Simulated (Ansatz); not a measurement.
`N=C(N)O[SiH3]` + `N[SiH2]O[SiH3]` → `[SiH3]N[SiH2]O[SiH3]` + `N=C(N)O`  (ligand exchange at the Si–O bond)

Gas-phase electronic energies from Ansatz, PBE0-D4/def2-TZVP geometries. CCSD(T)/CBS is the MP2 limit (def2-TZVPP, def2-QZVPP) plus CCSD(T) − MP2 in def2-TZVPP, frozen cores. Functionals use def2-TZVPP. B3LYP here is the variant with VWN-RPA as its local correlation; programs differ in this. Each species was taken in one conformer, which may not be the lowest.

| level | ΔE (kJ/mol) |
| --- | --- |
| r2SCAN-D4 | 25.3 |
| B3LYP-D4 | 25.4 |
| PBE0 | 23.5 |
| B3LYP | 30.4 |
| HF/def2-TZVPP | 31.8 |
| CCSD/def2-TZVPP | 25.5 |
| CCSD(T)/def2-TZVPP | 24.8 |
| MP2/def2-QZVPP | 25.3 |

Task: What does CCSD(T)/CBS give? (Best estimate.)

Result: Computed: +24.9 kJ/mol. The listed levels differ from it by 0.4, 0.5, -1.4, 5.5, 6.9, 0.6, -0.1, 0.4 kJ/mol.

Largest T1 diagnostic among the species: 0.013.

The D4 term adds −5.1 kJ/mol with B3LYP and −3.1 kJ/mol with PBE0; it sums over pairs of atoms, weighted by their polarisabilities, and B3LYP, whose exchange is more repulsive, gets the larger term. In def2-TZVPP, CCSD(T) changes the Hartree–Fock value by −7.0 kJ/mol (the triples alone add −0.7 kJ/mol) and MP2 by −6.8 kJ/mol.

CCSD(T)/CBS has its own doubt, a few kJ/mol and more with outer-core shells, so smaller differences from it don't rank the levels.
